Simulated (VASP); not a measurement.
# Al (Fm-3m) in VASP: settings compared, part 2 of 2

VASP 6.6.1. Earlier steps stand in the parts before.

**5. Single point, LDA (grid = ENCUT=600 dk=0.35 cell=2x2x1 ISMEAR=1 SIGMA=0.1 LREAL=Auto EDIFF=1e-06)**

File INCAR:

```
PREC = Accurate ; ENCUT = 600
EDIFF = 1E-6 ; ISMEAR = 1
SIGMA = 0.1 ; LREAL = Auto
LASPH = True ; NELM = 120
ALGO = Fast ; ISIF = 2
LWAVE = False ; LCHARG = False
GGA = CA ; NBANDS = 12
```

File KPOINTS:

```
regular mesh
0
Gamma
  8 8 8
```

File POSCAR:

```
Al
1.0
    0.0000000000      4.0496100000      4.0496100000
    4.0496100000      0.0000000000      4.0496100000
    2.0248050000      2.0248050000      0.0000000000
Al
3
Direct
    0.0000000000      0.5000000000      0.0000000000
    0.5000000000      0.0000000000      0.0000000000
    0.5000000000      0.5000000000      0.0000000000
```

Potentials or basis: VASP PAW LDA potentials, release 64 (Al).

Command:

```console
cat potpaw_LDA.64/Al/POTCAR > POTCAR
mpirun -np 1 vasp_std > vasp.out
```

OUTCAR:

```text
PREC = Accurate
   ENCUT = 600
   EDIFF = 1E-6
   ISMEAR = 1
   LREAL = Auto
   LASPH = True
   NELM = 120
   ISIF = 2
   GGA = CA

 Found    105 irreducible k-points:

 Following reciprocal coordinates:
            Coordinates               Weight
  0.000000  0.000000  0.000000      1.000000
  0.125000  0.000000  0.000000      4.000000
  0.250000  0.000000  0.000000      4.000000
  0.375000  0.000000  0.000000      4.000000
  0.500000  0.000000  0.000000      2.000000
  0.125000  0.125000  0.000000      2.000000
   k-points           NKPTS =    105   k-points in BZ     NKDIM =    105   number of bands    NBANDS=     12
   number of dos      NEDOS =    301   number of ions     NIONS =      3
   total plane-waves  NPLWV =  55296
   dimension x,y,z NGX =    48 NGY =   48 NGZ =   24
   dimension x,y,z NGXF=    96 NGYF=   96 NGZF=   48
   ions per type =               3
   NGX,Y,Z   is equivalent  to a cutoff of  13.93, 13.93, 13.93 a.u.
   NGXF,Y,Z  is equivalent  to a cutoff of  27.87, 27.87, 27.87 a.u.
 SYSTEM =  unknown system
   PREC   = accura    normal or accurate (medium, high low for compatibility)
   ISTART =      0    job   : 0-new  1-cont  2-samecut
   ICHARG =      2    charge: 1-file 2-atom 10-const
   ISPIN  =      1    spin polarized calculation?
   LNONCOLLINEAR =      F non collinear calculations
   LSORBIT =      F    spin-orbit coupling
   LASPH  =      T    aspherical Exc in radial PAW
   ENCUT  =  600.0 eV  44.10 Ry    6.64 a.u.  11.44 11.44  5.72*2*pi/ulx,y,z
   NELM   =    120;   NELMIN=  2; NELMDL= -5     # of ELM steps
   EDIFF  = 0.1E-05   stopping-criterion for ELM
   LREAL  =      T    real-space projection
   EDIFFG = 0.1E-04   stopping-criterion for IOM
   NSW    =      0    number of steps for IOM
[... 5 lines left out ...]
   TEBEG  =    0.0;   TEEND  =   0.0 temperature during run
   PSTRESS=    0.0 pullay stress
   NELECT =       9.0000    total number of electrons
   NUPDOWN=      -1.0000    fix difference up-down
   EMIN   =  10.00;   EMAX   =-10.00  energy-range for DOS
   EFERMI =   0.00;   METHOD = LEGACY
   ISMEAR =     1;   SIGMA  =   0.10  broadening in eV -4-tet -1-fermi 0-gaus
   EFERMI_NEDOS =   21; number of points for ismear=-14 and -15
   IALGO  =     68    algorithm
   IMIX   =      4    mixing-type and parameters
     AMIX     =   0.40;   BMIX     =  1.00
     AMIX_MAG =   1.60;   BMIX_MAG =  1.00
  volume/ion in A,a.u.               =      22.14       149.39
  Fermi-wavevector in a.u.,A,eV,Ry     =   0.840896  1.589064  9.620770  0.707107
  Thomas-Fermi vector in A             =   1.955353
   LORBIT       =      0    0 simple, 1 ext, 2 COOP (PROOUT), +10 PAW based schemes
   GGA     = CA    functional components
   LHFCALC =     F    Hartree Fock is set to
   AEXX    =    0.0000 exact exchange contribution
   IVDW    =     0    specifies the selected vdW correction
   LEPSILON=     F    determine dielectric tensor
   LRPA    =     F    only Hartree local field effects (RPA)
 non-spin polarized calculation
 RMM-DIIS sequential band-by-band and
 Methfessel and Paxton  Order N= 1 SIGMA  =   0.10
  energy-cutoff  :      600.00
  volume of cell :       66.41
 maximum number of plane-waves:      2248
 NGX is ok and might be reduce to    48
   NGX = 23   NGY = 23   NGZ = 11

 number of electron       9.0000000 magnetization

 Free energy of the ion-electron system (eV)
  ---------------------------------------------------
  ext. energy  EPLUGINS =         0.00000000
  ---------------------------------------------------
  free energy    TOTEN  =       -11.55668022 eV

  energy without entropy =      -11.55737447  energy(sigma->0) =      -11.55691164

 E-fermi :   4.7795     XC(G=0):  -9.1036

 val. band max:        4.7274227990   @ k =   0.3750   0.0000   0.3750
 cond. band min:       4.7902405068   @ k =   0.3750   0.2500   0.0000
 fundamental gap:      0.0628177079
 Fermi energy:         4.7795276841

 k-point     1 :       0.0000    0.0000    0.0000
  band No.  band energies     occupation
      1      -4.8199      2.00000
      2       0.9544      2.00000
      3       1.2562      2.00000
      4       2.5815      2.00000
      5       2.7249      2.00000
      6       4.6268      2.05282
      7       7.1401      0.00000
      8      11.6509      0.00000
      9      11.8337      0.00000
     10      12.5586      0.00000
     11      15.4305      0.00000
     12      16.7302      0.00000
[... 61 lines left out ...]
 k-point     6 :       0.1250    0.1250    0.0000
  band No.  band energies     occupation
      1      -4.6947      2.00000
      2       0.3129      2.00000
      3       0.7949      2.00000
      4       3.0497      2.00000
      5       3.2941      2.00000
      6       4.3762      2.00000
      7       8.2134      0.00000
      8      11.7536      0.00000
      9      11.9421      0.00000
     10      12.6487      0.00000
     11      15.0153      0.00000
     12      15.4564      0.00000

 [... further k-points ...]

------------------------ aborting loop because EDIFF is reached ----------------------------------------

  FORCE on cell =-STRESS in cart. coord.  units (eV):
  Direction    XX          YY          ZZ          XY          YZ          ZX
  --------------------------------------------------------------------------------------
  -------------------------------------------------------------------------------------
  Total       -2.6391638     -2.6391638     -2.4107751     -0.4898243     -0.0000000      0.0000000
  in kB      -63.6703643    -63.6703643    -58.1604405    -11.8171099     -0.0000000      0.0000000
  external PRESSURE =     -61.8337230 kB  Pullay stress =       0.0000000 kB

 VOLUME and BASIS-vectors are now :
 -----------------------------------------------------------------------------
  energy-cutoff  :      600.00
  volume of cell :       66.41
      direct lattice vectors                 reciprocal lattice vectors
     0.000000000  4.049610000  4.049610000    -0.123468680  0.123468680  0.123468680
     4.049610000  0.000000000  4.049610000     0.123468680 -0.123468680  0.123468680
     2.024805000  2.024805000  0.000000000     0.246937359  0.246937359 -0.246937359

 POSITION                                       TOTAL-FORCE (eV/Angst)
 -----------------------------------------------------------------------------------
      2.02481      0.00000      2.02481         0.000000      0.000000     -0.000000
      0.00000      2.02481      2.02481         0.000000     -0.000000     -0.000000
      2.02481      2.02481      4.04961        -0.000000      0.000000      0.000000
 -----------------------------------------------------------------------------------
    total drift:                               -0.000000     -0.000000     -0.000000

  FREE ENERGIE OF THE ION-ELECTRON SYSTEM (eV)
  ---------------------------------------------------
  free  energy   TOTEN  =       -11.5566802228 eV

  energy  without entropy=      -11.5573744705  energy(sigma->0) =      -11.55691164
```

stdout:

```text
POSCAR found type information on POSCAR Al
 POSCAR found :  1 types and       3 ions
 scaLAPACK will be used
 -----------------------------------------------------------------------------
|                                                                             |
|                                                                             |
|     You have a (more or less) 'small supercell' and for smaller cells       |
|     it is recommended to use the reciprocal-space projection scheme!        |
|     The real-space optimization is not efficient for small cells and it     |
|     is also less accurate ...                                               |
|     Therefore, set LREAL=.FALSE. in the INCAR file.                         |
|                                                                             |
 -----------------------------------------------------------------------------

 LDA part: xc-table for (Slater(with rela. corr.)+CA(PZ))
 , standard interpolation
 POSCAR, INCAR and KPOINTS ok, starting setup
 FFT: planning ... GRIDC
 FFT: planning ... GRID_SOFT
 FFT: planning ... GRID
 WAVECAR not read
 entering main loop
```

Run time: 64 s. Hardware: 1 thread of Intel Xeon Platinum 8559C (Emerald Rapids), shared host; peak memory 0.21 GiB.

These settings aren't checked as converged: the numbers below hold their error.

Results:

* Free energy: -11.5567 eV
* Pressure: -6.2 GPa
* Band gap on the k mesh: none (metal or under the smearing width)

**6. Single point, PBE (grid = ENCUT=400 dk=0.27 cell=4x4x4 ISMEAR=1 SIGMA=0.1 LREAL=Auto EDIFF=1e-06)**

File INCAR:

```
SYSTEM = Al
ALGO = Fast ; EDIFF = 1E-6
ENCUT = 400 ; GGA = PE
ISIF = 2 ; ISMEAR = 1
KPAR = 2 ; LASPH = .TRUE.
LCHARG = .FALSE. ; LREAL = Auto
LWAVE = .FALSE. ; NBANDS = 158
NCORE = 1 ; NELM = 120
PREC = Accurate ; SIGMA = 0.1
```

File KPOINTS:

```
k-points
0
G
  3 3 3
  0 0 0
```

File POSCAR:

```
Al
1.0
    0.0000000000      8.0992200000      8.0992200000
    8.0992200000      0.0000000000      8.0992200000
    8.0992200000      8.0992200000      0.0000000000
Al
63
Direct
    0.0000000000      0.0000000000      0.2500000000
    0.0000000000      0.0000000000      0.5000000000
    0.0000000000      0.0000000000      0.7500000000
    0.0000000000      0.2500000000      0.0000000000
    0.0000000000      0.2500000000      0.2500000000
    0.0000000000      0.2500000000      0.5000000000
    0.0000000000      0.2500000000      0.7500000000
    0.0000000000      0.5000000000      0.0000000000
    0.0000000000      0.5000000000      0.2500000000
    0.0000000000      0.5000000000      0.5000000000
    0.0000000000      0.5000000000      0.7500000000
    0.0000000000      0.7500000000      0.0000000000
    0.0000000000      0.7500000000      0.2500000000
    0.0000000000      0.7500000000      0.5000000000
    0.0000000000      0.7500000000      0.7500000000
    0.2500000000      0.0000000000      0.0000000000
    0.2500000000      0.0000000000      0.2500000000
    0.2500000000      0.0000000000      0.5000000000
    0.2500000000      0.0000000000      0.7500000000
    0.2500000000      0.2500000000      0.0000000000
    0.2500000000      0.2500000000      0.2500000000
    0.2500000000      0.2500000000      0.5000000000
    0.2500000000      0.2500000000      0.7500000000
    0.2500000000      0.5000000000      0.0000000000
    0.2500000000      0.5000000000      0.2500000000
    0.2500000000      0.5000000000      0.5000000000
    0.2500000000      0.5000000000      0.7500000000
    0.2500000000      0.7500000000      0.0000000000
    0.2500000000      0.7500000000      0.2500000000
    0.2500000000      0.7500000000      0.5000000000
    0.2500000000      0.7500000000      0.7500000000
    0.5000000000      0.0000000000      0.0000000000
    0.5000000000      0.0000000000      0.2500000000
    0.5000000000      0.0000000000      0.5000000000
    0.5000000000      0.0000000000      0.7500000000
    0.5000000000      0.2500000000      0.0000000000
    0.5000000000      0.2500000000      0.2500000000
    0.5000000000      0.2500000000      0.5000000000
    0.5000000000      0.2500000000      0.7500000000
    0.5000000000      0.5000000000      0.0000000000
    0.5000000000      0.5000000000      0.2500000000
    0.5000000000      0.5000000000      0.5000000000
    0.5000000000      0.5000000000      0.7500000000
    0.5000000000      0.7500000000      0.0000000000
    0.5000000000      0.7500000000      0.2500000000
    0.5000000000      0.7500000000      0.5000000000
    0.5000000000      0.7500000000      0.7500000000
    0.7500000000      0.0000000000      0.0000000000
    0.7500000000      0.0000000000      0.2500000000
    0.7500000000      0.0000000000      0.5000000000
    0.7500000000      0.0000000000      0.7500000000
    0.7500000000      0.2500000000      0.0000000000
    0.7500000000      0.2500000000      0.2500000000
    0.7500000000      0.2500000000      0.5000000000
    0.7500000000      0.2500000000      0.7500000000
    0.7500000000      0.5000000000      0.0000000000
    0.7500000000      0.5000000000      0.2500000000
    0.7500000000      0.5000000000      0.5000000000
    0.7500000000      0.5000000000      0.7500000000
    0.7500000000      0.7500000000      0.0000000000
    0.7500000000      0.7500000000      0.2500000000
    0.7500000000      0.7500000000      0.5000000000
    0.7500000000      0.7500000000      0.7500000000
```

Potentials or basis: VASP PAW PBE potentials, release 64 (Al).

Command:

```console
cat potpaw_PBE.64/Al/POTCAR > POTCAR
mpirun -np 4 vasp_std > vasp.out
```

OUTCAR:

```text
SYSTEM = Al
   EDIFF = 1E-6
   ENCUT = 400
   GGA = PE
   ISIF = 2
   ISMEAR = 1
   LASPH = .TRUE.
   LREAL = Auto
   NELM = 120
   PREC = Accurate

 Found      4 irreducible k-points:

 Following reciprocal coordinates:
            Coordinates               Weight
  0.000000  0.000000  0.000000      1.000000
  0.333333  0.000000  0.000000      8.000000
  0.333333  0.333333  0.000000      6.000000
 -0.333333  0.333333  0.000000     12.000000
   k-points           NKPTS =      4   k-points in BZ     NKDIM =      4   number of bands    NBANDS=    158
   number of dos      NEDOS =    301   number of ions     NIONS =     63
[... 517 lines left out ...]
  Total       -4.6959764     -4.6959764     -4.6959764      0.0000000     -0.0000000     -0.0000000
  in kB       -7.0807116     -7.0807116     -7.0807116      0.0000000     -0.0000000     -0.0000000
  external PRESSURE =      -7.0807116 kB  Pullay stress =       0.0000000 kB

 VOLUME and BASIS-vectors are now :
 -----------------------------------------------------------------------------
  energy-cutoff  :      400.00
  volume of cell :     1062.57
      direct lattice vectors                 reciprocal lattice vectors
     0.000000000  8.099220000  8.099220000    -0.061734340  0.061734340  0.061734340
     8.099220000  0.000000000  8.099220000     0.061734340 -0.061734340  0.061734340
     8.099220000  8.099220000  0.000000000     0.061734340  0.061734340 -0.061734340

 POSITION                                       TOTAL-FORCE (eV/Angst)
 -----------------------------------------------------------------------------------
      2.02481      2.02481      0.00000        -0.126662     -0.126662      0.000000
      4.04961      4.04961      0.00000         0.000000      0.000000      0.000000
      6.07442      6.07442      0.00000         0.126662      0.126662      0.000000
      2.02481      0.00000      2.02481        -0.126662      0.000000     -0.126662
      4.04961      2.02481      2.02481         0.031924      0.010341      0.010341
      6.07442      4.04961      2.02481        -0.010341     -0.031924      0.010341
[... 55 lines left out ...]
     10.12402     10.12402     12.14883         0.010341      0.010341     -0.031924
     12.14883     12.14883     12.14883         0.000000      0.000000      0.000000
 -----------------------------------------------------------------------------------
    total drift:                                0.000000      0.000000      0.000000

  FREE ENERGIE OF THE ION-ELECTRON SYSTEM (eV)
  ---------------------------------------------------
  free  energy   TOTEN  =      -235.4311932279 eV

  energy  without entropy=     -235.4432265520  energy(sigma->0) =     -235.43520434
```

OSZICAR:

```text
N       E                     dE             d eps       ncg     rms          rms(c)
DAV:   1     0.168618246484E+03    0.16862E+03   -0.54937E+04  1264   0.782E+02
DAV:   2    -0.215655072777E+03   -0.38427E+03   -0.35609E+03  1494   0.120E+02
DAV:   3    -0.236724348926E+03   -0.21069E+02   -0.20250E+02  1536   0.231E+01
DAV:   4    -0.237085535515E+03   -0.36119E+00   -0.35884E+00  1512   0.340E+00
DAV:   5    -0.237093075040E+03   -0.75395E-02   -0.75363E-02  1536   0.554E-01    0.103E+01
RMM:   6    -0.236022702137E+03    0.10704E+01   -0.59943E-01  1297   0.850E-01    0.600E+00
RMM:   7    -0.235500569486E+03    0.52213E+00   -0.23385E-01  1397   0.777E-01    0.161E+00
RMM:   8    -0.235434603452E+03    0.65966E-01   -0.42727E-02  1477   0.356E-01    0.580E-01
RMM:   9    -0.235431458390E+03    0.31451E-02   -0.77996E-03  1488   0.159E-01    0.238E-01
RMM:  10    -0.235431160651E+03    0.29774E-03   -0.17719E-03  1560   0.835E-02    0.822E-02
RMM:  11    -0.235431211037E+03   -0.50386E-04   -0.50197E-04  1633   0.486E-02    0.564E-02
RMM:  12    -0.235431213496E+03   -0.24588E-05   -0.87368E-05  1586   0.194E-02    0.272E-02
RMM:  13    -0.235431192789E+03    0.20707E-04   -0.28553E-05  1522   0.103E-02    0.404E-02
RMM:  14    -0.235431193228E+03   -0.43908E-06   -0.67433E-06  1320   0.510E-03
   1 F= -.23543119E+03 E0= -.23543520E+03  d E =0.120333E-01
```

It took 3.7 min on 4 MPI ranks of Intel Xeon 6975P-C (Granite Rapids), shared host; peak memory 0.68 GiB.

These settings aren't checked as converged: the numbers below hold their error.

Results:

* Free energy: -235.4312 eV
* Pressure: -0.7 GPa
* Largest force: 0.179 eV/Å
* Band gap on the k mesh: none (metal or under the smearing width)

**7. The reference run**

An earlier run on the cell as given: functional PBE; potentials or basis VASP PAW PBE potentials, release 64 (Al); cutoff 520 eV; k mesh 11 × 11 × 11; occupations fermi-dirac, width 0.05 eV; no spin polarisation.

* Pressure: -0.5 GPa
* Band gap on the k mesh: none (metal or under the smearing width)
